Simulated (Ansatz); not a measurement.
**AgCl: stress in a strained cell**

AgCl is deformed so: zz strain of +3 %. What stress and forces result, by LAPW, PAW and all-electron datasets made for the crystal?

Computed with Ansatz 0.2.0 (DFT LDA, scalar-relativistic, unless a step's input says otherwise).

## 1. The structure to begin with

Symmetry: Fm-3m, No. 225, cubic system. Conventional cell: a = 5.546 Å, b = 5.546 Å, c = 5.546 Å, α = 90.00°, β = 90.00°, γ = 90.00°. Around Ag (site symmetry m-3m) lie 6 Cl at 2.77 Å. Cl (site symmetry m-3m) is surrounded by 6 Ag at 2.77 Å.

As a file:

```xyz
2
Lattice="0.0000 2.7731 2.7732 2.7731 0.0000 2.7732 2.7731 2.7731 0.0000" Properties=species:S:1:pos:R:3 pbc="T T T"
Ag    2.7731    2.7731    2.7732
Cl    0.0000    0.0000    0.0000
```

Atoms are numbered in the order of the input: Ag1, Cl2.

## 2. After the deformation

Space group Fm-3m before, I4/mmm after.

## 3. All-electron LAPW

Contents of input.yaml:

```yaml
crystal:
  lattice:
    - [0.0, 2.77315, 2.8563445]
    - [2.77315, 0.0, 2.8563445]
    - [2.77315, 2.77315, 0.0]
  atoms:
    - { symbol: Ag, position: [0.5, 0.5, 0.5] }
    - { symbol: Cl, position: [0.0, 0.0, 0.0] }
kpoints:
  mp_grid: { grid: [8, 8, 8] }
  band_path:
    path:
      - [0.0, 0.0, 0.0]
      - [0.0, 0.5, 0.5]
      - [0.25, 0.75, 0.5]
      - [0.0, 0.5, 0.0]
      - [0.0, 0.0, 0.0]
      - [0.5, 0.5, 0.0]
      - [0.3678244886, 0.6321755114, 0.0]
      - [-0.3678244886, 0.3678244886, 0.0]
      - [0.0, 0.0, 0.0]
    npoints: 5
scf:
  occupations: { method: fermi_dirac, width: 0.02 }
hamiltonian:
  xc: lda
  pseudopotentials: { kind: all_electron, lapw: { basis_error: 0.0005 } }
output:
  forces: true
  stress: true
  eigenvalues: true
```

Command:

```
ansatz run input.yaml --threads 1 --pin off --max-ram 3072MiB --backend cpu --events-out ev --progress --plain --runs-dir out
```

## 4. PAW on the default files

Contents of input.yaml:

```yaml
crystal:
  lattice:
    - [0.0, 2.77315, 2.8563445]
    - [2.77315, 0.0, 2.8563445]
    - [2.77315, 2.77315, 0.0]
  atoms:
    - { symbol: Ag, position: [0.5, 0.5, 0.5] }
    - { symbol: Cl, position: [0.0, 0.0, 0.0] }
kpoints:
  mp_grid: { grid: [8, 8, 8] }
scf:
  occupations: { method: fermi_dirac, width: 0.02 }
hamiltonian:
  xc: lda
  pseudopotentials: { kind: paw }
output:
  forces: true
  stress: true
  eigenvalues: true
  efg: { contact_densities: true }
```

## 5. All-electron PAW on datasets made for the crystal

Changes to input.yaml since step 4:

```diff
@@ -14,3 +14,3 @@
   xc: lda
-  pseudopotentials: { kind: paw }
+  pseudopotentials: { kind: all_electron, datasets: crystal }
 output:
```

(Steps that only read results are left out.)

Q: Predict the outcome of this session. Wanted: pressure; largest shear or deviatoric stress.

**Answer**, as computed:

| quantity | value |
| --- | --- |
| pressure | LAPW -6.52, PAW -6.53, crystal datasets -6.52 GPa |
| largest shear or deviatoric stress (LAPW) | 0.03 GPa |

The largest part of the stress beyond the pressure is 0.03 GPa in size, in the zz component; the atoms are carried along and not relaxed. No run of the undeformed cell stands beside it, so the pressure holds what the given cell had before the change. PAW: stress within 0.01 GPa of LAPW. Crystal datasets: stress within 0.01 GPa of LAPW.
